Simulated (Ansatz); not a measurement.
**Au: properties at the relaxed cell**

One table from this session's results is given with a row withheld; the runs are named, their logs left out.

The COD entry's cell or inner coordinates are ideal or old and differ from later refinements, so a difference from it is no clean test against experiment.

Method: DFT PBEsol, scalar-relativistic, plane waves, PAW, in Ansatz 0.2.0.

1 further run of the same task is left out (set aside as unsound or not needed).

## Starting point

Symmetry: Fm-3m, No. 225, cubic system. The conventional cell has a = 4.084 Å, b = 4.084 Å, c = 4.084 Å, α = 90.00°, β = 90.00°, γ = 90.00°. Au (site symmetry m-3m) is surrounded by 12 Au at 2.89 Å.

Coordinates:

```cif
data_structure
_symmetry_space_group_name_H-M 'Fm-3m'
_symmetry_Int_Tables_number 225
_cell_length_a 4.0837
_cell_length_b 4.0837
_cell_length_c 4.0837
_cell_angle_alpha 90.000
_cell_angle_beta 90.000
_cell_angle_gamma 90.000
_cell_volume 68.10
loop_
_atom_site_label
_atom_site_type_symbol
_atom_site_symmetry_multiplicity
_atom_site_Wyckoff_symbol
_atom_site_fract_x
_atom_site_fract_y
_atom_site_fract_z
_atom_site_occupancy
Au1 Au 4 a 0.00000 0.00000 0.00000 1
```

This cell was relaxed beforehand with the same method: volume 17.03 Å³/atom, gap on the mesh none (metal).

Set-up of the first run:

input.yaml reads:

```yaml
crystal:
  lattice:
    - [0.0, 2.041861472, 2.041861472]
    - [2.041861472, 0.0, 2.041861472]
    - [2.041861472, 2.041861472, 0.0]
  atoms:
    - { symbol: Au, position: [0.0, 0.0, 0.0] }
basis:
  ecutwfc: 420
kpoints:
  mp_grid: { grid: [18, 18, 18] }
  band_path:
    path:
      - [[0.0, 0.0, 0.0], [0.5, 0.0, 0.5], [0.625, 0.25, 0.625]]
      - [[0.375, 0.375, 0.75], [0.0, 0.0, 0.0], [0.5, 0.5, 0.5], [0.5, 0.25, 0.75], [0.5, 0.0, 0.5]]
    npoints: 14
hamiltonian:
  xc: pbesol
scf:
  occupations: { method: gaussian, width: 0.1 }
  n_extra_bands: 6
output:
  forces: true
  stress: true
  eigenvalues: true
  populations: true
  dos: { projected: true, de: 0.02, nscf_kmesh: { grid: [27, 27, 27] } }
  bader: true
```

Started as:

```bash
ansatz run input.yaml --threads 1 --pin off --max-ram 2560MiB --backend cpu --events-out ev --progress --plain --runs-dir out
```

Among the steps run: Electronic structure at the relaxed geometry; Point at V/V0 = 0.97; Volume × 1.03; Point at V/V0 = 0.94; Volume × 1.06.

One table of the session follows, with a row left open; its other results are not shown here.

It belongs to the step «Equation of state». 

| volume (Å³/atom) | energy above the lowest point (meV/atom) | pressure (GPa) |
| --- | --- | --- |
| 16.004 | 38.5 | 12.92 |
| 16.515 | ? | ? |
| 17.026 | 0.0 | 0.00 |
| 17.537 | 7.8 | -4.76 |
| 18.047 | 29.4 | -8.64 |

Estimate the missing values for volume (Å³/atom) = 16.515.

Worked estimate for «energy above the lowest point (meV/atom)». A straight line through the neighbours (16.004, 38.5) and (17.026, 0.0) gives 38.5 + (0.0 − 38.5) × (16.515 − 16.004) / (17.026 − 16.004) = 19.2; a parabola fitted to 3 rows on both sides gives 10.2.

As computed: energy above the lowest point (meV/atom): 9.0; pressure (GPa): 5.81. In «energy above the lowest point (meV/atom)» the line misses by +10.2 and the parabola by +1.2.

Caveats from the session: The projections leave out shells that the potentials don't hold, such as empty d states.
